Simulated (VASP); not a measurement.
# InAs (F-43m) in VASP: notebook

The runs below take InAs through single point, with r2SCAN.

All numbers are computed with VASP 6.6.1; they aren't measurements. Logs are shortened: lines on timing, memory, paths and dates and some standing lists are left out, and cuts for length are marked.

**The experiment to reproduce.**

A printed reference work, data compilation reports, for a bulk crystal of InAs at 4.2 K: band gap 0.418 eV (direct).

How close the calculation comes is told below.

## Step 1: The cell of the first run

The structure is cubic, space group F-43m (No. 216). Conventional cell: a = 6.109 Å, b = 6.109 Å, c = 6.109 Å, α = 90.00°, β = 90.00°, γ = 90.00°. In (site symmetry -43m) has 4 As at 2.65 Å within 3.5 Å. As (site symmetry -43m) has 4 In at 2.65 Å within 3.5 Å.

## Step 2: Single point, r2SCAN (28.50 Å³/atom)

File POSCAR:

```
InAs
1.0
    0.0000000000      3.0547216630      3.0547216630
    3.0547216630      0.0000000000      3.0547216630
    3.0547216630      3.0547216630      0.0000000000
In As
1 1
Direct
    0.0000000000      0.0000000000      0.0000000000
    0.7500000000      0.7500000000      0.7500000000
```

File INCAR.step1:

```
SYSTEM = InAs
  PREC = Accurate
  ENCUT = 520
  ISMEAR = 0
  SIGMA = 0.05
  LREAL = .FALSE.
  LASPH = .TRUE.
  NELM = 100
  NBANDS = 16
  GGA = PE
  ALGO = Normal
  EDIFF = 1E-4
  LWAVE = .TRUE.
  LCHARG = .FALSE.
```

File INCAR.step2:

```
SYSTEM = InAs
  PREC = Accurate
  ENCUT = 520
  EDIFF = 1E-6
  ISMEAR = 0
  SIGMA = 0.05
  LREAL = .FALSE.
  LASPH = .TRUE.
  NELM = 100
  ALGO = Normal
  ISIF = 2
  LWAVE = .FALSE.
  LCHARG = .FALSE.
  METAGGA = R2SCAN
  LMIXTAU = .TRUE.
  NBANDS = 16
  ISTART = 1
```

File KPOINTS:

```
regular mesh
0
G
  10 10 10
  0 0 0
```

Potentials or basis: VASP PAW PBE potentials, release 64 (In_d, As).

Command:

```bash
cat potpaw_PBE.64/In_d/POTCAR potpaw_PBE.64/As/POTCAR > POTCAR
cp INCAR.step1 INCAR
mpirun -np 1 vasp_std > vasp.out
cp INCAR.step2 INCAR
mpirun -np 1 vasp_std > vasp.out
```

OUTCAR:

```text
SYSTEM = InAs
   PREC = Accurate
   ENCUT = 520
   EDIFF = 1E-6
   ISMEAR = 0
   LREAL = .FALSE.
   LASPH = .TRUE.
   NELM = 100
   ISIF = 2
   METAGGA = R2SCAN
   ISTART = 1

 ion  position               nearest neighbor table
   1  0.000  0.000  0.000-   2 2.65   2 2.65   2 2.65   2 2.65
   2  0.750  0.750  0.750-   1 2.65   1 2.65   1 2.65   1 2.65

  LATTYP: Found a face centered cubic cell.
 ALAT       =     6.1094433260

  Lattice vectors:

 A1 = (   0.0000000000,   3.0547216630,   3.0547216630)
 A2 = (   3.0547216630,   0.0000000000,   3.0547216630)
 A3 = (   3.0547216630,   3.0547216630,   0.0000000000)

Analysis of symmetry for initial positions (statically):
=====================================================================
 Subroutine PRICEL returns:
 Original cell was already a primitive cell.

 Routine SETGRP: Setting up the symmetry group for a
 face centered cubic supercell.

 Subroutine GETGRP returns: Found 24 space group operations
 (whereof 24 operations were pure point group operations)
 out of a pool of 48 trial point group operations.

The static configuration has the point symmetry T_d .

Analysis of symmetry for dynamics (positions and initial velocities):
=====================================================================
 Subroutine PRICEL returns:
 Original cell was already a primitive cell.

 Routine SETGRP: Setting up the symmetry group for a
 face centered cubic supercell.

 Subroutine GETGRP returns: Found 24 space group operations
 (whereof 24 operations were pure point group operations)
 out of a pool of 48 trial point group operations.

The dynamic configuration has the point symmetry T_d .

 Subroutine INISYM returns: Found 24 space group operations
 (whereof 24 operations are pure point group operations),
 and found     1 'primitive' translations

----------------------------------------------------------------------------------------

                                     Primitive cell

  volume of cell :      57.0092

  direct lattice vectors                    reciprocal lattice vectors
     0.000000000  3.054721663  3.054721663    -0.163681034  0.163681034  0.163681034
     3.054721663  0.000000000  3.054721663     0.163681034 -0.163681034  0.163681034
     3.054721663  3.054721663  0.000000000     0.163681034  0.163681034 -0.163681034

  length of vectors
     4.320028805  4.320028805  4.320028805     0.283503867  0.283503867  0.283503867

  position of ions in fractional coordinates (direct lattice)
     0.000000000  0.000000000  0.000000000
     0.750000000  0.750000000  0.750000000

  ion indices of the primitive-cell ions
   primitive index   ion index
                 1           1
                 2           2

----------------------------------------------------------------------------------------

 KPOINTS: regular mesh

Automatic generation of k-mesh.
 Grid dimensions read from file:
 generate k-points for:   10   10   10

 Generating k-lattice:

  Cartesian coordinates                     Fractional coordinates (reciprocal lattice)
    -0.016368103  0.016368103  0.016368103     0.100000000  0.000000000  0.000000000
     0.016368103 -0.016368103  0.016368103     0.000000000  0.100000000  0.000000000
     0.016368103  0.016368103 -0.016368103     0.000000000  0.000000000  0.100000000

  Length of vectors
     0.028350387  0.028350387  0.028350387

  Shift w.r.t. Gamma in fractional coordinates (k-lattice)
     0.000000000  0.000000000  0.000000000

 Subroutine IBZKPT returns following result:
 ===========================================

 Found     47 irreducible k-points:

 Following reciprocal coordinates:
            Coordinates               Weight
  0.000000  0.000000  0.000000      1.000000
  0.100000  0.000000  0.000000      8.000000
  0.200000  0.000000  0.000000      8.000000
  0.300000  0.000000  0.000000      8.000000
  0.400000  0.000000  0.000000      8.000000
  0.500000  0.000000  0.000000      4.000000
[... 16 lines left out ...]
  0.300000  0.300000  0.000000      6.000000
  0.400000  0.300000  0.000000     24.000000
 [... further k-points ...]
   k-points           NKPTS =     47   k-points in BZ     NKDIM =     47   number of bands    NBANDS=     16
   number of dos      NEDOS =    301   number of ions     NIONS =      2
   total plane-waves  NPLWV =  32768
   dimension x,y,z NGX =    32 NGY =   32 NGZ =   32
   dimension x,y,z NGXF=    64 NGYF=   64 NGZF=   64
   ions per type =               1   1
   NGX,Y,Z   is equivalent  to a cutoff of  12.31, 12.31, 12.31 a.u.
   NGXF,Y,Z  is equivalent  to a cutoff of  24.63, 24.63, 24.63 a.u.
 SYSTEM =  InAs
   PREC   = accura    normal or accurate (medium, high low for compatibility)
   ISTART =      1    job   : 0-new  1-cont  2-samecut
   ICHARG =      0    charge: 1-file 2-atom 10-const
   ISPIN  =      1    spin polarized calculation?
   LNONCOLLINEAR =      F non collinear calculations
   LSORBIT =      F    spin-orbit coupling
   LASPH  =      T    aspherical Exc in radial PAW
   ENCUT  =  520.0 eV  38.22 Ry    6.18 a.u.   8.03  8.03  8.03*2*pi/ulx,y,z
   NELM   =    100;   NELMIN=  2; NELMDL=  0     # of ELM steps
   EDIFF  = 0.1E-05   stopping-criterion for ELM
   LREAL  =      F    real-space projection
   EDIFFG = 0.1E-04   stopping-criterion for IOM
   NSW    =      0    number of steps for IOM
   IBRION =     -1    ionic relax: 0-MD 1-quasi-New 2-CG
   NFREE  =      0    steps in history (QN), initial steepest desc. (CG)
   ISIF   =      2    stress and relaxation
   ISYM   =      2    0-nonsym 1-usesym 2-fastsym
   POTIM  = 0.5000    time-step for ionic-motion
   TEBEG  =    0.0;   TEEND  =   0.0 temperature during run
   PSTRESS=    0.0 pullay stress
   NELECT =      18.0000    total number of electrons
   NUPDOWN=      -1.0000    fix difference up-down
   EMIN   =  10.00;   EMAX   =-10.00  energy-range for DOS
   EFERMI =   0.00;   METHOD = LEGACY
   ISMEAR =     0;   SIGMA  =   0.05  broadening in eV -4-tet -1-fermi 0-gaus
   EFERMI_NEDOS =   21; number of points for ismear=-14 and -15
   IALGO  =     38    algorithm
   IMIX   =      4    mixing-type and parameters
     AMIX     =   0.40;   BMIX     =  1.00
     AMIX_MAG =   1.60;   BMIX_MAG =  1.00
  volume/ion in A,a.u.               =      28.50       192.36
  Fermi-wavevector in a.u.,A,eV,Ry     =   1.114767  2.106604 16.908028  1.242705
  Thomas-Fermi vector in A             =   2.251365
   LORBIT       =      0    0 simple, 1 ext, 2 COOP (PROOUT), +10 PAW based schemes
   METAGGA = R2SCAN    functional components
   LHFCALC =     F    Hartree Fock is set to
   AEXX    =    0.0000 exact exchange contribution
   IVDW    =     0    specifies the selected vdW correction
   LEPSILON=     F    determine dielectric tensor
   LRPA    =     F    only Hartree local field effects (RPA)
 non-spin polarized calculation
 Gauss-broadening in eV      SIGMA  =   0.05
  energy-cutoff  :      520.00
  volume of cell :       57.01
 maximum number of plane-waves:      1572
   NGX = 17   NGY = 17   NGZ = 17

 number of electron      17.9999996 magnetization

 Free energy of the ion-electron system (eV)
  ---------------------------------------------------
  ext. energy  EPLUGINS =         0.00000000
  ---------------------------------------------------
  free energy    TOTEN  =       -38.06137180 eV

  energy without entropy =      -38.06132192  energy(sigma->0) =      -38.06134686

 E-fermi :   4.0161     XC(G=0):  -9.5158

 val. band max:        3.9644721578   @ k =   0.0000   0.0000   0.0000
 cond. band min:       4.0438336692   @ k =   0.0000   0.0000   0.0000
 fundamental gap:      0.0793615114
 Fermi energy:         4.0160966083

 k-point     1 :       0.0000    0.0000    0.0000
  band No.  band energies     occupation
      1     -10.8273      2.00000
      2     -10.8272      2.00000
      3     -10.8272      2.00000
      4     -10.6929      2.00000
      5     -10.6929      2.00000
      6      -8.1351      2.00000
[... 8 lines left out ...]
     15      14.0615      0.00000
     16      14.0615      0.00000

 k-point     2 :       0.1000    0.0000    0.0000
  band No.  band energies     occupation
      1     -10.8400      2.00000
      2     -10.8235      2.00000
      3     -10.8235      2.00000
      4     -10.6930      2.00000
      5     -10.6930      2.00000
      6      -8.0311      2.00000
[... 8 lines left out ...]
     15      13.3864      0.00000
     16      13.3864      0.00000

 k-point     3 :       0.2000    0.0000    0.0000
  band No.  band energies     occupation
      1     -10.8719      2.00000
      2     -10.8143      2.00000
      3     -10.8143      2.00000
      4     -10.6926      2.00000
      5     -10.6926      2.00000
      6      -7.7369      2.00000
[... 8 lines left out ...]
     15      12.9280      0.00000
     16      12.9974      0.00000

 k-point     4 :       0.3000    0.0000    0.0000
  band No.  band energies     occupation
      1     -10.9087      2.00000
      2     -10.8043      2.00000
      3     -10.8043      2.00000
      4     -10.6906      2.00000
      5     -10.6906      2.00000
      6      -7.3108      2.00000
[... 8 lines left out ...]
     15      13.2280      0.00000
     16      13.2280      0.00000
[... 324 lines left out ...]
 k-point    22 :      -0.2000    0.2000    0.0000
  band No.  band energies     occupation
      1     -10.9211      2.00000
      2     -10.7992      2.00000
      3     -10.7952      2.00000
      4     -10.6966      2.00000
      5     -10.6885      2.00000
      6      -7.1657      2.00000
[... 8 lines left out ...]
     15      14.2760      0.00000
     16      15.0616      0.00000

 k-point    23 :       0.3000    0.3000    0.0000
  band No.  band energies     occupation
      1     -10.9521      2.00000
      2     -10.7764      2.00000
      3     -10.7764      2.00000
      4     -10.7147      2.00000
      5     -10.6785      2.00000
      6      -7.0339      2.00000
[... 8 lines left out ...]
     15      15.0347      0.00000
     16      16.3210      0.00000

 k-point    24 :       0.4000    0.3000    0.0000
  band No.  band energies     occupation
      1     -10.9724      2.00000
      2     -10.7687      2.00000
      3     -10.7668      2.00000
      4     -10.7174      2.00000
      5     -10.6764      2.00000
      6      -6.6908      2.00000
[... 8 lines left out ...]
     15      15.5317      0.00000
     16      16.5007      0.00000

 [... further k-points ...]
[... 5 lines left out ...]
  --------------------------------------------------------------------------------------
  -------------------------------------------------------------------------------------
  Total       -0.0062711     -0.0062711     -0.0062711      0.0000000      0.0000000      0.0000000
  in kB       -0.1762432     -0.1762432     -0.1762432      0.0000000      0.0000000      0.0000000
  external PRESSURE =      -0.1762432 kB  Pullay stress =       0.0000000 kB

 VOLUME and BASIS-vectors are now :
 -----------------------------------------------------------------------------
  energy-cutoff  :      520.00
  volume of cell :       57.01
      direct lattice vectors                 reciprocal lattice vectors
     0.000000000  3.054721663  3.054721663    -0.163681034  0.163681034  0.163681034
     3.054721663  0.000000000  3.054721663     0.163681034 -0.163681034  0.163681034
     3.054721663  3.054721663  0.000000000     0.163681034  0.163681034 -0.163681034

 POSITION                                       TOTAL-FORCE (eV/Angst)
 -----------------------------------------------------------------------------------
      0.00000      0.00000      0.00000         0.000000      0.000000     -0.000000
      4.58208      4.58208      4.58208        -0.000000     -0.000000      0.000000
 -----------------------------------------------------------------------------------
    total drift:                                0.000002      0.000002      0.000002

  FREE ENERGIE OF THE ION-ELECTRON SYSTEM (eV)
  ---------------------------------------------------
  free  energy   TOTEN  =       -38.0613717990 eV

  energy  without entropy=      -38.0613219170  energy(sigma->0) =      -38.06134686
```

Wall time 3.4 min (1 thread of Intel Xeon 8259CL, shared host); peak memory 0.21 GiB.

What came out:

- Free energy: -38.0614 eV
- Pressure: 0.0 GPa
- Band gap on the k mesh: 0.08 eV

Caveat: the PAW data sets were made with another functional, which shifts forces and pressure a little; spin-orbit coupling is left out, which moves the levels of the heavy elements.

## Step 3: Single point, r2SCAN (29.23 Å³/atom)

This run uses another cell than the first one, of 29.23 Å³/atom.

File POSCAR:

```
InAs
1.0
    0.0000000000      3.0804149433      3.0804149433
    3.0804149433      0.0000000000      3.0804149433
    3.0804149433      3.0804149433      0.0000000000
In As
1 1
Direct
    0.0000000000      0.0000000000      0.0000000000
    0.7500000000      0.7500000000      0.7500000000
```

File INCAR.step1:

```
  PREC = Accurate
  ENCUT = 520
  ISMEAR = 0
  SIGMA = 0.05
  LREAL = F
  LASPH = T
  NELM = 100
  NBANDS = 16
  GGA = PE
  ALGO = Normal
  EDIFF = 1E-4
  LWAVE = T
  LCHARG = F
```

File INCAR.step2:

```
  PREC = Accurate
  ENCUT = 520
  EDIFF = 1E-6
  ISMEAR = 0
  SIGMA = 0.05
  LREAL = F
  LASPH = T
  NELM = 100
  ALGO = Normal
  ISIF = 2
  LWAVE = F
  LCHARG = F
  METAGGA = R2SCAN
  LMIXTAU = T
  NBANDS = 16
  ISTART = 1
```

File KPOINTS:

```
Automatic mesh
0
Gamma
  10 10 10
```

Potentials or basis: VASP PAW PBE potentials, release 64 (In_d, As).

Command:

```bash
cat potpaw_PBE.64/In_d/POTCAR potpaw_PBE.64/As/POTCAR > POTCAR
cp INCAR.step1 INCAR
mpirun -np 1 vasp_std > vasp.out
cp INCAR.step2 INCAR
mpirun -np 1 vasp_std > vasp.out
```

Run time: 3.4 min. Hardware: 1 thread of Intel Xeon 8259CL, shared host; peak memory 0.21 GiB.

The run converged. Its results:

| Item | Value |
| --- | --- |
| Free energy | -38.0554 eV |
| Pressure | -1.4 GPa |
| Band gap on the k mesh | zero (filled and empty bands touch) |

Levels at points of the mesh, in eV from the Fermi level:
```
           k point  band 5  band 6  band 7  band 8  band 9  band 10  band 11  band 12  band 13  band 14
(0.00, 0.00, 0.00)  -14.64  -11.96   -0.07   -0.02   -0.02    -0.02     4.23     4.23     4.23     7.83
(0.50, 0.00, 0.00)  -14.64  -10.59   -5.61   -0.95   -0.95     1.17     4.99     4.99     7.18     9.34
(0.50, 0.50, 0.00)  -14.62  -10.08   -5.71   -2.22   -2.22     1.89     2.32     9.44     9.53     9.53
```

Caveat: semilocal functionals underestimate gaps, so a narrow gap can read as zero; the PAW data sets were made with another functional, which shifts forces and pressure a little; spin-orbit coupling is left out, which moves the levels of the heavy elements.

## Step 4: Single point, r2SCAN

This run uses another cell than the first one, of 29.63 Å³/atom.

File POSCAR:

```
InAs
1.0
    0.0000000000      3.0944167663      3.0944167663
    3.0944167663      0.0000000000      3.0944167663
    3.0944167663      3.0944167663      0.0000000000
In As
1 1
Direct
    0.0000000000      0.0000000000      0.0000000000
    0.7500000000      0.7500000000      0.7500000000
```

File INCAR.step1:

```
PREC = Accurate
ENCUT = 520
ISMEAR = 0
SIGMA = 0.05
LREAL = F
LASPH = T
NELM = 80
NBANDS = 16
GGA = PE
ALGO = Normal
EDIFF = 1E-4
LWAVE = T
LCHARG = F
```

File INCAR.step2:

```
PREC = Accurate
ENCUT = 520
EDIFF = 1E-6
ISMEAR = 0
SIGMA = 0.05
LREAL = F
LASPH = T
NELM = 80
ALGO = Normal
ISIF = 2
LWAVE = F
LCHARG = F
METAGGA = R2SCAN
LMIXTAU = T
NBANDS = 16
ISTART = 1
```

KPOINTS is that of step 3.

Command:

```bash
cat potpaw_PBE.64/In_d/POTCAR potpaw_PBE.64/As/POTCAR > POTCAR
cp INCAR.step1 INCAR
mpirun -np 1 vasp_std > vasp.out
cp INCAR.step2 INCAR
mpirun -np 1 vasp_std > vasp.out
```

Run time: 5.5 min. Hardware: 1 thread of Intel Xeon 8259CL, shared host; peak memory 0.24 GiB.

The run converged. Its results:

```
Free energy            : -38.0470 eV
Pressure               : -2.0 GPa
Band gap on the k mesh : zero (filled and empty bands touch)
```

Levels at points of the mesh, in eV from the Fermi level:
| k point | band 6 | band 7 | band 8 | band 9 | band 10 | band 11 | band 12 | band 13 |
| --- | --- | --- | --- | --- | --- | --- | --- | --- |
| (0.00, 0.00, 0.00) | -11.88 | -0.15 | -0.02 | -0.02 | -0.02 | 4.22 | 4.22 | 4.22 |
| (0.50, 0.00, 0.00) | -10.54 | -5.55 | -0.93 | -0.93 | 1.14 | 4.98 | 4.98 | 7.15 |
| (0.50, 0.50, 0.00) | -10.05 | -5.66 | -2.18 | -2.18 | 1.91 | 2.31 | 9.35 | 9.43 |

Caveat: semilocal functionals underestimate gaps, so a narrow gap can read as zero; the PAW data sets were made with another functional, which shifts forces and pressure a little; spin-orbit coupling is left out, which moves the levels of the heavy elements.

## Step 5: The runs side by side

| cell | gap on the mesh (eV) | pressure (GPa) |
| --- | --- | --- |
| a = 4.320 Å, angles 60.0°, 2 atoms | 0.08 | 0.0 |
| a = 4.356 Å, angles 60.0°, 2 atoms | none | -1.4 |
| a = 4.376 Å, angles 60.0°, 2 atoms | none | -2.0 |

Alike in all rows: task single point; level r2SCAN; potentials or basis VASP PAW PBE potentials, release 64 (In_d, As); no spin polarisation; k mesh 10 × 10 × 10; cutoff (eV) 520; smearing gaussian 0.05 eV.

Caveats: the PAW data sets were made with another functional, which shifts forces and pressure a little; spin-orbit coupling is left out, which moves the levels of the heavy elements; semilocal functionals underestimate gaps, so a narrow gap can read as zero (at least some runs).

Absolute energies hang on the potentials; compare differences alone.

## Step 6: Comparison with measurements

Step 2. A measured gap of InAs is 0.418 eV (direct; 4.2 K; a printed reference work, data compilation); the calculated 0.08 eV misses it by -0.34 eV. Spin-orbit coupling on As, In is left out. The value is that of r2SCAN, without temperature or zero-point motion.
